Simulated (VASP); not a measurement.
# Re (P6_3/mmc) in VASP: a series of runs, part 2 of 2

VASP 6.6.1. The steps go on from the part before.

## 3. Electrostatic potential, PBEsol

This run uses another cell than the first one, of 14.56 Å³/atom, 0.992 times its volume.

File INCAR:

```
PREC     = Accurate       # precision mode
ENCUT    = 520            # plane-wave cutoff, eV
EDIFF    = 1E-6           # SCF threshold, eV
ISMEAR   = 1              # smearing method
SIGMA    = 0.1            # smearing width, eV
LREAL    = False          # projectors in reciprocal space
LASPH    = True           # aspherical terms in the spheres
NELM     = 80             # most SCF steps
ALGO     = Normal         # electronic algorithm
ISIF     = 2              # what is computed and relaxed
LWAVE    = False          # write WAVECAR
LCHARG   = True           # write CHGCAR
GGA      = PS             # functional
LVHAR    = True
```

File KPOINTS:

```
regular mesh
0
Gamma
  18 18 10
```

File POSCAR:

```
Re                                      
1.0
    2.7504393628     -0.0000000000     -0.0000000000
   -1.3752196814      2.3819503554     -0.0000000000
   -0.0000000000      0.0000000000      4.4442078896
  Re            
     2
Direct
     0.3333333300000021    0.6666666699999979    0.2500000000000000
     0.6666666699999979    0.3333333300000021    0.7500000000000000
```

Potentials or basis: VASP PAW PBE potentials, release 64 (Re).

Launch:

```bash
$ cat potpaw_PBE.64/Re/POTCAR > POTCAR
$ mpirun -np 1 vasp_std > vasp.out
```

OUTCAR:

```text
PREC = Accurate
   ENCUT = 520
   EDIFF = 1E-6
   ISMEAR = 1
   LREAL = False
   LASPH = True
   NELM = 80
   ISIF = 2
   GGA = PS

 ion  position               nearest neighbor table
   1  0.333  0.667  0.250-   2 2.73   2 2.73   2 2.73   2 2.73   2 2.73   2 2.73
   2  0.667  0.333  0.750-   1 2.73   1 2.73   1 2.73   1 2.73   1 2.73   1 2.73

  LATTYP: Found a hexagonal cell.
 ALAT       =     2.7504393628
 C/A-ratio  =     1.6158174398

  Lattice vectors:

 A1 = (   2.7504393628,   0.0000000000,   0.0000000000)
 A2 = (  -1.3752196814,   2.3819503554,   0.0000000000)
 A3 = (   0.0000000000,   0.0000000000,   4.4442078896)

Analysis of symmetry for initial positions (statically):
=====================================================================
 Subroutine PRICEL returns:
 Original cell was already a primitive cell.

 Routine SETGRP: Setting up the symmetry group for a
 hexagonal supercell.

 Subroutine GETGRP returns: Found 24 space group operations
 (whereof 12 operations were pure point group operations)
 out of a pool of 24 trial point group operations.

The static configuration has the point symmetry D_3d.
 The point group associated with its full space group is D_6h.

Analysis of symmetry for dynamics (positions and initial velocities):
=====================================================================
 Subroutine PRICEL returns:
 Original cell was already a primitive cell.

 Routine SETGRP: Setting up the symmetry group for a
 hexagonal supercell.

 Subroutine GETGRP returns: Found 24 space group operations
 (whereof 12 operations were pure point group operations)
 out of a pool of 24 trial point group operations.

The dynamic configuration has the point symmetry D_3d.
 The point group associated with its full space group is D_6h.

 Subroutine INISYM returns: Found 24 space group operations
 (whereof 12 operations are pure point group operations),
 and found     1 'primitive' translations

----------------------------------------------------------------------------------------

                                     Primitive cell

  volume of cell :      29.1158

  direct lattice vectors                    reciprocal lattice vectors
     2.750439363  0.000000000  0.000000000     0.363578275  0.209912016  0.000000000
    -1.375219681  2.381950355  0.000000000     0.000000000  0.419824031  0.000000000
     0.000000000  0.000000000  4.444207890     0.000000000  0.000000000  0.225011976

  length of vectors
     2.750439363  2.750439359  4.444207890     0.419824030  0.419824031  0.225011976

  position of ions in fractional coordinates (direct lattice)
     0.333333330  0.666666670  0.250000000
     0.666666670  0.333333330  0.750000000

  ion indices of the primitive-cell ions
   primitive index   ion index
                 1           1
                 2           2

----------------------------------------------------------------------------------------

 KPOINTS: regular mesh

Automatic generation of k-mesh.
 Grid dimensions read from file:
 generate k-points for:   18   18   10

 Generating k-lattice:

[... 23 lines left out ...]
  0.277778 -0.000000  0.000000      6.000000
[... 16 lines left out ...]
  0.333333  0.111111  0.000000     12.000000
  0.388889  0.111111  0.000000     12.000000
 [... further k-points ...]
   k-points           NKPTS =    222   k-points in BZ     NKDIM =    222   number of bands    NBANDS=     11
   number of dos      NEDOS =    301   number of ions     NIONS =      2
   total plane-waves  NPLWV =  14400
   dimension x,y,z NGX =    20 NGY =   20 NGZ =   36
   dimension x,y,z NGXF=    40 NGYF=   40 NGZF=   72
   ions per type =               2
   NGX,Y,Z   is equivalent  to a cutoff of  12.09, 12.09, 13.47 a.u.
   NGXF,Y,Z  is equivalent  to a cutoff of  24.18, 24.18, 26.93 a.u.
 SYSTEM =  unknown system
   PREC   = accura    normal or accurate (medium, high low for compatibility)
   ISTART =      0    job   : 0-new  1-cont  2-samecut
   ICHARG =      2    charge: 1-file 2-atom 10-const
   ISPIN  =      1    spin polarized calculation?
   LNONCOLLINEAR =      F non collinear calculations
   LSORBIT =      F    spin-orbit coupling
   LASPH  =      T    aspherical Exc in radial PAW
   ENCUT  =  520.0 eV  38.22 Ry    6.18 a.u.   5.11  5.11  8.26*2*pi/ulx,y,z
   NELM   =     80;   NELMIN=  2; NELMDL= -5     # of ELM steps
   EDIFF  = 0.1E-05   stopping-criterion for ELM
   LREAL  =      F    real-space projection
   EDIFFG = 0.1E-04   stopping-criterion for IOM
   NSW    =      0    number of steps for IOM
   IBRION =     -1    ionic relax: 0-MD 1-quasi-New 2-CG
   NFREE  =      0    steps in history (QN), initial steepest desc. (CG)
   ISIF   =      2    stress and relaxation
   ISYM   =      2    0-nonsym 1-usesym 2-fastsym
   POTIM  = 0.5000    time-step for ionic-motion
   TEBEG  =    0.0;   TEEND  =   0.0 temperature during run
   PSTRESS=    0.0 pullay stress
   NELECT =      14.0000    total number of electrons
   NUPDOWN=      -1.0000    fix difference up-down
   EMIN   =  10.00;   EMAX   =-10.00  energy-range for DOS
   EFERMI =   0.00;   METHOD = LEGACY
   ISMEAR =     1;   SIGMA  =   0.10  broadening in eV -4-tet -1-fermi 0-gaus
   EFERMI_NEDOS =   21; number of points for ismear=-14 and -15
   IALGO  =     38    algorithm
   IMIX   =      4    mixing-type and parameters
     AMIX     =   0.40;   BMIX     =  1.00
     AMIX_MAG =   1.60;   BMIX_MAG =  1.00
  volume/ion in A,a.u.               =      14.56        98.24
  Fermi-wavevector in a.u.,A,eV,Ry     =   1.282550  2.423669 22.380709  1.644936
  Thomas-Fermi vector in A             =   2.414855
   LORBIT       =      0    0 simple, 1 ext, 2 COOP (PROOUT), +10 PAW based schemes
   GGA     = PS    functional components
   LHFCALC =     F    Hartree Fock is set to
   AEXX    =    0.0000 exact exchange contribution
   IVDW    =     0    specifies the selected vdW correction
   LEPSILON=     F    determine dielectric tensor
   LRPA    =     F    only Hartree local field effects (RPA)
 non-spin polarized calculation
 Methfessel and Paxton  Order N= 1 SIGMA  =   0.10
  energy-cutoff  :      520.00
  volume of cell :       29.12
 maximum number of plane-waves:       798
   NGX = 11   NGY = 11   NGZ = 17

 number of electron      14.0000001 magnetization

 Free energy of the ion-electron system (eV)
  ---------------------------------------------------
  ext. energy  EPLUGINS =         0.00000000
  ---------------------------------------------------
  free energy    TOTEN  =       -26.73645646 eV

  energy without entropy =      -26.73674719  energy(sigma->0) =      -26.73655337

 E-fermi :   7.8283     XC(G=0): -13.8782

 val. band max:        7.8251359873   @ k =   0.3889   0.2222   0.3000
 cond. band min:       7.8312932635   @ k =   0.3889  -0.0000   0.5000
 fundamental gap:      0.0061572762
 Fermi energy:         7.8283484167

 k-point     1 :       0.0000    0.0000    0.0000
  band No.  band energies     occupation
      1      -2.1222      2.00000
      2       1.1280      2.00000
      3       6.2299      2.00000
      4       6.2362      2.00000
      5       6.2362      2.00000
      6       7.0886      2.00000
      7       7.0886      2.00000
      8       8.0400     -0.01078
      9       8.0400     -0.01078
     10       8.4782     -0.00000
     11      11.2679      0.00000
[... 309 lines left out ...]
 k-point    24 :       0.3889    0.1111    0.0000
  band No.  band energies     occupation
      1       2.1873      2.00000
      2       2.3165      2.00000
      3       2.6301      2.00000
      4       5.5383      2.00000
      5       5.7230      2.00000
      6       6.4467      2.00000
      7       7.2093      2.00000
      8      11.1058      0.00000
      9      11.7190      0.00000
     10      12.0084      0.00000
     11      13.5878      0.00000

 [... further k-points ...]

------------------------ aborting loop because EDIFF is reached ----------------------------------------

  FORCE on cell =-STRESS in cart. coord.  units (eV):
  Direction    XX          YY          ZZ          XY          YZ          ZX
  --------------------------------------------------------------------------------------
  -------------------------------------------------------------------------------------
  Total       -0.0189572     -0.0189572     -0.0213174      0.0000000      0.0000000      0.0000000
  in kB       -1.0431724     -1.0431724     -1.1730503      0.0000000      0.0000000      0.0000000
  external PRESSURE =      -1.0864651 kB  Pullay stress =       0.0000000 kB

 VOLUME and BASIS-vectors are now :
 -----------------------------------------------------------------------------
  energy-cutoff  :      520.00
  volume of cell :       29.12
      direct lattice vectors                 reciprocal lattice vectors
     2.750439363  0.000000000  0.000000000     0.363578275  0.209912016  0.000000000
    -1.375219681  2.381950355  0.000000000     0.000000000  0.419824031  0.000000000
     0.000000000  0.000000000  4.444207890     0.000000000  0.000000000  0.225011976

 POSITION                                       TOTAL-FORCE (eV/Angst)
 -----------------------------------------------------------------------------------
     -0.00000      1.58797      1.11105         0.000000      0.000000      0.000000
      1.37522      0.79398      3.33316        -0.000000     -0.000000      0.000000
 -----------------------------------------------------------------------------------
    total drift:                               -0.000000      0.000000     -0.000000

  FREE ENERGIE OF THE ION-ELECTRON SYSTEM (eV)
  ---------------------------------------------------
  free  energy   TOTEN  =       -26.7364564576 eV

  energy  without entropy=      -26.7367471889  energy(sigma->0) =      -26.73655337
```

Wall time 35 s (1 thread of Intel Xeon Platinum 8488C (Sapphire Rapids), shared host); peak memory 0.19 GiB.

Results:

| Quantity | Value |
| --- | --- |
| Free energy | -26.7365 eV |
| Pressure | -0.1 GPa |
| Band gap on the k mesh | none (metal or under the smearing width) |

Levels at points of the mesh, in eV from the Fermi level:
| k point | band 5 | band 6 | band 7 | band 8 | band 9 | band 10 |
| --- | --- | --- | --- | --- | --- | --- |
| (0.00, 0.00, 0.00) | -1.59 | -0.74 | -0.74 | 0.21 | 0.21 | 0.65 |
| (0.50, 0.00, 0.00) | -1.72 | -1.38 | -0.59 | 4.07 | 4.47 | 4.61 |
| (0.00, 0.00, 0.50) | -1.72 | -1.72 | -1.72 | -1.72 | 2.61 | 2.61 |
| (0.50, 0.00, 0.50) | 0.42 | 0.42 | 0.97 | 0.97 | 4.38 | 4.42 |

Caveat: the PAW data sets were made with another functional, which shifts forces and pressure a little.
